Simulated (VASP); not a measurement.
## TiAl: equation of state with PBEsol

Crystal: TiAl.

```
Ti Al
1.0
     3.17906    0.00000    0.00000
     0.00000    3.17906    0.00000
     0.00000    0.00000    3.17906
Ti Al
1 1
Direct
  0.00000 0.00000 0.00000
  0.50000 0.50000 0.50000
```

The cell comes from a database or a generator and needn't be the stable form of this composition.

```
Program                : VASP 6.6.1
Task                   : equation of state
Functional             : PBEsol
Potentials or basis    : VASP PAW PBE potentials, release 64 (Ti_sv, Al)
Cutoff                 : 520 eV
k mesh                 : 8 × 8 × 8
Occupations            : fermi-dirac, width 0.05 eV
Spin                   : no spin polarisation
Ladder                 : free
Further INCAR settings : ALGO = Normal; EDIFF = 1e-07; NBANDS = 14
```

| Property | Result |
| --- | --- |
| Equilibrium volume | 15.74 Å³/atom |
| Bulk modulus | 118 GPa |
| Pressure derivative of the bulk modulus | 4.0 |

Energy against volume, from the lowest point:
```csv
volume (Å³/atom),energy (meV/atom)
15.101,10.37
15.422,2.51
15.743,0.00
16.065,2.33
16.386,9.02
16.707,19.67
17.028,33.88
```

All runs of the series together: 35 s on 1 thread of Intel(R) Xeon(R) 6975P-C (Granite Rapids), with other jobs on the host.

Caveat: the PAW data sets were made with another functional, which shifts forces and pressure a little.
